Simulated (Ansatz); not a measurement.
# The 2H-WS2 bilayer (2H stacking) between two gates, part 3 of 3

How do the bands of the 2H-WS2 bilayer (2H stacking) follow a displacement field between two gates?

Ansatz 0.2.0; plane-wave DFT, PBE-D3(BJ), Ansatz PAW (the session's first sound run).

So far, gap along the path (eV): step 3 (gated layer, displacement field 0) 1.35; step 4 (displacement field 0.543 V/nm) 1.35; step 5 (displacement field 1.09 V/nm) 1.34; step 6 (displacement field 2.17 V/nm) 1.32; step 7 (displacement field 4.34 V/nm) 1.23.

### Step 8. The series together

This step: plane-wave DFT, PBE-D3(BJ), Ansatz PAW; response to a displacement field between two gates (Ansatz 0.2.0).

The potential behind each gate is read from every run and counted from the uncharged case.

Numbers from this step:

- electrostatic distance between the gates: 10.96 Å
- geometric distance between the gates: 21.23 Å

Electron's potential behind the upper gate less behind the lower, less the value without field. Table of step of the electron's potential energy between the gates by displacement field D/eps0:

| displacement field D/eps0 (V/nm) | step of the electron's potential energy between the gates (eV) |
| --- | --- |
| 0.00 | 0 |
| 0.54 | 0.596 |
| 1.09 | 1.19 |
| 2.17 | 2.38 |
| 4.34 | 4.76 |

The smaller of the gaps on the path and on the k-mesh, counted as 0 under 0.03 eV. The gap by displacement field D/eps0:

| displacement field D/eps0 (V/nm) | gap (eV) |
| --- | --- |
| 0.00 | 1.35 |
| 0.54 | 1.35 |
| 1.09 | 1.34 |
| 2.17 | 1.32 |
| 4.34 | 1.23 |

By hand: 4.34 V/nm over the 21.23 Å between the sheets would give 9.22 V in vacuum; the run has 4.76 V, as over 10.96 Å.

### Step 9. Varying the input

This step: plane-wave DFT, PBE-D3(BJ), Ansatz PAW, but for the change named below (Ansatz 0.2.0).

A run with a changed input: it repeats the earlier run at 0.543 V/nm with scf.convergence.dr2_threshold from 1e-10 to 1e-05 and hamiltonian.hubbard to sites: [species: W, l: d, u_eff: 4.0], double_counting: fll.

input.yaml

```yaml
crystal:
  lattice:
    - [3.1567087178, 0.0, 0.0]
    - [-1.5783543589, 2.733789942, 0.0]
    - [0.0, 0.0, 49.2345009291]
  atoms:
    - { symbol: S, position: [0.3333333333, 0.6666666667, 0.4062192085] }
    - { symbol: W, position: [0.0, 0.0, 0.438240522] }
    - { symbol: S, position: [0.3333333333, 0.6666666667, 0.4702222072] }
    - { symbol: S, position: [0.0, 0.0, 0.5297777928] }
    - { symbol: W, position: [0.3333333333, 0.6666666667, 0.561759478] }
    - { symbol: S, position: [0.0, 0.0, 0.5937807915] }
  periodic: [true, true, false]
  symmetry: { detect: true }
kpoints:
  mp_grid: { grid: [30, 30, 1] }
  band_path:
    path: [[0, 0, 0], [0.5, 0, 0], [0.33333333, 0.33333333, 0], [0, 0, 0]]
    npoints: 16
hamiltonian:
  xc: pbe
  dispersion: d3bj
  hubbard: { sites: [{ species: W, l: d, u_eff: 4.0 }], double_counting: fll }
scf:
  occupations: { method: fermi_dirac, width: 0.02585 }
  convergence: { dr2_threshold: 1.0e-05 }
output:
  forces: true
  eigenvalues: true
  write_potential: true
  write_density: true
  volumetric_format: npy
external_charges:
  - { charge: 0, barrier: 10, axis: 3, height: 33.735, sigma: 0.25 }
  - { charge: -0.002589, axis: 3, height: 35.235, sigma: 0.5 }
  - { charge: 0, barrier: 10, axis: 3, height: 15.5, sigma: 0.25 }
  - { charge: 0.002589, axis: 3, height: 14.0, sigma: 0.5 }
```

Launch:

```sh
$ ansatz run input.yaml --threads 4 --pin off --max-ram 6144MiB --backend cpu --events-out ev --progress --plain --runs-dir out
```

Numbers of over 12 decimals in the logs are rounded to 6 here.

Log:

```text
Warning: scf.convergence.dr2_threshold = 1e-5 eV is looser than this run's default, which is 1e-7 eV or tighter. The error in the forces grows as the threshold's square root, so leave the key out unless less accurate forces are enough
S: projections on atomic orbitals take those of the free atom [Ne] 3s2 3p4, of charge +0.00 (hamiltonian.pseudopotentials.projection_atoms); the dataset's partial waves leave at most 1.6e-7 of an orbital's norm unspanned inside its sphere
W: projections on atomic orbitals take those of the free atom [Kr 4d10 4f14] 5s2 5p6 5d4 6s2, of charge +0.00 (hamiltonian.pseudopotentials.projection_atoms); the dataset's partial waves leave at most 6.5e-5 of an orbital's norm unspanned inside its sphere
[...]
Crystal: 6 atoms, lattice volume = 424.883 Å³
Basis set: ecut = 420 eV, 8217 PW (Γ), exchange–correlation on 48×48×720 points (8 copies of the dense FFT grid, shifted against one another)
Bands: 32, of which v1, the nominal top of the filled ones, is band 26 counted from 1 (25 counted from 0)
Symmetry: 6 space group operations
k-points: 91 of 900 (time reversal used)
[...]
SCF iter   1: F=—  HF=-24375.648608 eV  |F-HF|=—  |Δ(HF+E_count)|=         —  Δρ=2.63e-2  dr2=3.36e0  ethr=3.10e-3  ⟨swp⟩=15.8  Hψ=25249  notcnv=0
[...]
SCF iter  10: F=-24375.086991 eV  HF=-24375.086992 eV  |F-HF|=1.02e-6  |Δ(HF+E_count)|=   1.20e-6  Δρ=8.20e-6  dr2=1.19e-6  ethr=1.92e-8  ⟨swp⟩=22.3  Hψ=39685  notcnv=0
SCF 1 converged in 10 iterations: F = -24375.086991 eV  dr2 = 1.19e-6
  Residual-converged pass: ⟨swp⟩=1.0  Hψ=3277  notcnv=0  max |occ|·‖R‖ = 7.1e-9 eV (tolerance 1.0e-8 eV)  dr2=1.19e-6  dr2_onsite=5.32e-8  max |Δocc| = 7.4e-22
[...]
WARN: The input density's exchange-correlation potential varies sharply where the density is thin. Do not read a vacuum level from v_tot or v_xc, or from such a field of the output density. On a cell that repeats whose density bears no net charge and no dipole along the vacuum's axis use v_es (v_loc + v_h of the components); under efield.dipole_correction with no amplitude use v_es + v_field, which holds any external [...]
SCF converged after 10 iterations
Free energy (F): -24375.086991 eV
[...]
Internal energy: -24375.086991 eV  (E = F + TS)
E sigma→0 (E₀):  -24375.086991 eV
Fermi energy:    -4.758737 eV
[...]
--- Forces (eV/Å), atoms and charges each counted from 1 ---
  atom   1  S      0.00000000    -0.00000000    -0.01614317
  atom   2  W     -0.00000000    -0.00000000    -0.00189616
  atom   3  S      0.00000000     0.00000000     0.02050099
  atom   4  S      0.00000000    -0.00000000    -0.01744503
  atom   5  W      0.00000000     0.00000000    -0.00309750
  atom   6  S     -0.00000000     0.00000000     0.01776617
  external charge   1     0.00000000     0.00000000     0.00019703
  external charge   2     0.00000000     0.00000000    -0.00007028
  external charge   3     0.00000000     0.00000000    -0.00022445
  external charge   4     0.00000000     0.00000000     0.00007026
  max |Σ_I F_I| component, the external charges' with the atoms': 3.42e-4 eV/Å
--- Band table (eV; the first three rows and the last of 91) ---
  k-point 0: bands = [... 22 lower, -7.1258, -7.1258, -6.2248, -5.4476, -2.7307, -2.7307, -2.6790, -2.6790, ... 2 higher]
  k-point 1: bands = [... 22 lower, -7.1414, -7.0500, -6.2264, -5.4722, -2.7558, -2.7443, -2.7042, -2.6511, ... 2 higher]
  k-point 2: bands = [... 22 lower, -7.1381, -6.9300, -6.2343, -5.5489, -2.8550, -2.7980, -2.7949, -2.7412, ... 2 higher]
  k-point 90: bands = [... 22 lower, -8.0669, -8.0234, -5.8348, -5.7042, -4.0706, -4.0211, -2.6811, -2.0009, ... 2 higher]
Occupation matrices written to <dir>
```

The job ended after 82 s (4 threads of Arm Neoverse V2, shared host; peak memory 1.8 GiB).

| quantity | this run | earlier run | difference |
| --- | --- | --- | --- |
| gap along the path (eV) | 1.377 | 1.350 | 0.027 |
| smallest direct gap along the path (eV) | 1.634 | 1.850 | -0.22 |
| gap on the k-mesh (eV) | 1.377 | 1.350 | 0.027 |
| potential beyond the upper barrier and gate, less the barrier, from the Fermi level (eV) | 5.055 | 4.906 | 0.15 |

What moves beyond 0.01 in its unit (for the dipole 0.5 % and 5e-5 e·Å): smallest direct gap along the path (-0.216 eV), potential beyond the upper barrier and gate, less the barrier, from the Fermi level (+0.149 eV), gap on the k-mesh (+0.0267 eV) and gap along the path (+0.0267 eV).

The change shows in the results, which are not taken further.

### Step 10. Varying the input

Another changed input: it repeats the earlier run at 0.543 V/nm with hamiltonian.pseudopotentials to kind: paw_fr, magnetization to noncollinear: true, spin_orbit: true and accuracy to high.

input.yaml: that of step 9 with these lines changed.

```diff
@@ -22,6 +22,6 @@
   dispersion: d3bj
-  hubbard: { sites: [{ species: W, l: d, u_eff: 4.0 }], double_counting: fll }
+  pseudopotentials: { kind: paw_fr }
 scf:
   occupations: { method: fermi_dirac, width: 0.02585 }
-  convergence: { dr2_threshold: 1.0e-05 }
+  convergence: { dr2_threshold: 1.0e-10 }
 output:
@@ -37 +37,5 @@
   - { charge: 0.002589, axis: 3, height: 14.0, sigma: 0.5 }
+magnetization:
+  noncollinear: true
+  spin_orbit: true
+accuracy: high
```

Log:

```text
[...]
non-collinear run that drives no moment, with spin-orbit: no starting moment large enough to seed its density (crystal.atoms[].spin), no starting occupations that ask for one, no magnetisation constraint and no magnetic field, so the semilocal B_xc is pinned to zero
Crystal: 6 atoms, lattice volume = 424.883 Å³
Basis set: ecut = 420 eV, 8217 PW (Γ), exchange–correlation on 50×50×750 points (8 copies of the dense FFT grid, shifted against one another)
Bands: 64, of which v1, the nominal top of the filled ones, is band 52 counted from 1 (51 counted from 0)
Symmetry: 6 space group operations + 6 with time reversal
k-points: 91 of 900 (time reversal used)
Projection manifold: j_resolved (fully-relativistic pseudo-atomic orbitals)
[...]
SCF iter   1: F=—  HF=-24434.981957 eV  |F-HF|=—  |Δ(HF+E_count)|=         —  Δρ=2.33e-2  dr2=2.55e0  dr2_m=0.00e0 (ungated)  ethr=3.10e-3  |M|=0.00e0 ∫|m|=0.00e0 μB  |m|>n=0.0e0 m-floor=0.0e0 τ_xc=0.0e0  β_m=0.30  ⟨swp⟩=13.3  Hψ=48444  notcnv=0  defer=1
[...]
spin=Noncollinear: Resta preconditioning applied to the charge; magnetization (m_x, m_y, m_z) channels mix plain (no charge-response kernel on spin).
SCF iter   2: F=—  HF=-24434.437337 eV  |F-HF|=—  |Δ(HF+E_count)|=   5.45e-1  Δρ=1.39e-2  dr2=8.58e-1  dr2_m=0.00e0 (ungated)  ethr=3.10e-3  |M|=0.00e0 ∫|m|=0.00e0 μB  |m|>n=0.0e0 m-floor=0.0e0 τ_xc=0.0e0  β_m=0.46  ⟨swp⟩=4.2  Hψ=12031  notcnv=0  defer=540
[...]
SCF iter  15: F=-24434.215603 eV  HF=-24434.215603 eV  |F-HF|=5.09e-11  |Δ(HF+E_count)|=  2.51e-10  Δρ=7.15e-8  dr2=3.26e-11  dr2_m=0.00e0 (ungated)  ethr=1.00e-12  |M|=0.00e0 ∫|m|=0.00e0 μB  |m|>n=0.0e0 m-floor=0.0e0 τ_xc=0.0e0  ⟨swp⟩=27.2  Hψ=62791  notcnv=0
SCF 1 converged in 15 iterations: F = -24434.215603 eV  dr2 = 3.26e-11
[...]
SCF converged after 15 iterations
Magnetization: |M| = 0.0000 μB,  M = (+0.0000, +0.0000, +0.0000) μB
Absolute magnetization: 0.0000 μB (∫|m|)
  site 0: m = (+0.0000, +0.0000, +0.0000) μB, |m| = 0.0000 μB  (R = 0.99 Å)
  site 1: m = (+0.0000, +0.0000, +0.0000) μB, |m| = 0.0000 μB  (R = 0.99 Å)
  site 2: m = (+0.0000, +0.0000, +0.0000) μB, |m| = 0.0000 μB  (R = 0.99 Å)
  site 3: m = (+0.0000, +0.0000, +0.0000) μB, |m| = 0.0000 μB  (R = 0.99 Å)
  site 4: m = (+0.0000, +0.0000, +0.0000) μB, |m| = 0.0000 μB  (R = 0.99 Å)
  site 5: m = (+0.0000, +0.0000, +0.0000) μB, |m| = 0.0000 μB  (R = 0.99 Å)
Free energy (F): -24434.215603 eV
[...]
Internal energy: -24434.215603 eV  (E = F + TS)
E sigma→0 (E₀):  -24434.215603 eV
Fermi energy:    -4.621208 eV
[...]
--- Forces (eV/Å), atoms and charges each counted from 1 ---
  atom   1  S      0.00000000     0.00000000     0.00530162
  atom   2  W      0.00000000    -0.00000000    -0.00457625
  atom   3  S      0.00000000     0.00000000    -0.00084863
  atom   4  S     -0.00000000    -0.00000000     0.00476477
  atom   5  W      0.00000000     0.00000000    -0.00193997
  atom   6  S     -0.00000000    -0.00000000    -0.00267428
  external charge   1     0.00000000     0.00000000     0.00020412
  external charge   2     0.00000000     0.00000000    -0.00007028
  external charge   3     0.00000000     0.00000000    -0.00023297
  external charge   4     0.00000000     0.00000000     0.00007026
  max |Σ_I F_I| component, the external charges' with the atoms': 1.61e-6 eV/Å
--- Band table (eV; the first three rows and the last of 91) ---
  k-point 0: bands = [... 48 lower, -5.9798, -5.9798, -5.2428, -5.2428, -2.8555, -2.8555, -2.8506, -2.8506, ... 8 higher]
  k-point 1: bands = [... 48 lower, -5.9832, -5.9814, -5.2691, -5.2689, -2.8819, -2.8816, -2.8437, -2.8331, ... 8 higher]
  k-point 2: bands = [... 48 lower, -5.9944, -5.9914, -5.3501, -5.3499, -2.9620, -2.9509, -2.9070, -2.9004, ... 8 higher]
  k-point 90: bands = [... 48 lower, -5.9313, -5.8831, -5.4958, -5.4476, -3.8273, -3.7881, -3.7772, -3.7378, ... 8 higher]
```

The job ended after 8.9 min (4 threads; peak memory 4.6 GiB).

Numbers from this step:

```
gap on the k-mesh                                                                   : 1.275 eV
gap along the path                                                                  : 1.275 eV
smallest direct gap along the path                                                  : 1.620 eV
gap, the smaller of path and mesh                                                   : 1.275 eV
potential beyond the upper barrier and gate, less the barrier, from the Fermi level : 4.919 eV
```

The electronic bands at the labelled points (eV, zero at the Fermi level of the run, which the smearing sets inside the gap):

| point | band 49 | band 50 | band 51 | band 52 | band 53 | band 54 | band 55 | band 56 |
| --- | --- | --- | --- | --- | --- | --- | --- | --- |
| Γ | -1.36 | -1.36 | -0.62 | -0.62 | 1.77 | 1.77 | 1.77 | 1.77 |
| halfway | -2.00 | -1.99 | -1.90 | -1.90 | 1.01 | 1.01 | 1.36 | 1.37 |
| M | -1.99 | -1.99 | -1.92 | -1.92 | 1.78 | 1.78 | 1.83 | 1.83 |
| halfway | -1.71 | -1.67 | -1.35 | -1.30 | 1.41 | 1.46 | 1.62 | 1.66 |
| K | -1.31 | -1.26 | -0.87 | -0.83 | 0.79 | 0.83 | 0.84 | 0.88 |
| halfway | -2.08 | -2.03 | -1.85 | -1.80 | 0.65 | 0.68 | 1.17 | 1.20 |
| Γ | -1.36 | -1.36 | -0.62 | -0.62 | 1.77 | 1.77 | 1.77 | 1.77 |

| quantity | this run | earlier run | difference |
| --- | --- | --- | --- |
| gap along the path (eV) | 1.275 | 1.350 | -0.075 |
| smallest direct gap along the path (eV) | 1.620 | 1.850 | -0.23 |
| gap on the k-mesh (eV) | 1.275 | 1.350 | -0.075 |
| potential beyond the upper barrier and gate, less the barrier, from the Fermi level (eV) | 4.919 | 4.906 | 0.013 |

What moves beyond 0.01 in its unit (for the dipole 0.5 % and 5e-5 e·Å): smallest direct gap along the path (-0.229 eV), gap along the path (-0.0754 eV), gap on the k-mesh (-0.0754 eV) and potential beyond the upper barrier and gate, less the barrier, from the Fermi level (+0.0127 eV).

### Step 11. What came out

| Property | Result |
| --- | --- |
| gap with uncharged gates | 1.35 eV |
| electrostatic distance between the gates | 11.0 Å |
| geometric distance between the gates | 21.2 Å |
| gap at 4.34 V/nm | 1.23 eV |

In words: The gap goes from 1.35 to 1.23 eV at 4.3 V/nm. The layers screen the field: the voltage is that of a vacuum gap 10.3 Å narrower than the real distance. The gates are charged sheets behind model barriers, not atoms. Gaps are the smaller of those on the path and on the mesh; band edges between these points would make them smaller still. Spin-orbit coupling enters in a check alone.

[Logs are printed without paths, hosts, clocks, repeated set-up lines and the standing remarks that a program may print on its own settings, such as how far it seeks lower states.]

[Hosts, paths, dates, database ids (printed as entryN), source tags and the programs' standing remarks are cut or masked in the printed files.]

[Maps of the electrostatic potential energy from Ansatz leave out the sawtooth potential of an applied field or a dipole correction, so their vacuum need not be flat; planar profiles and work functions include it.]
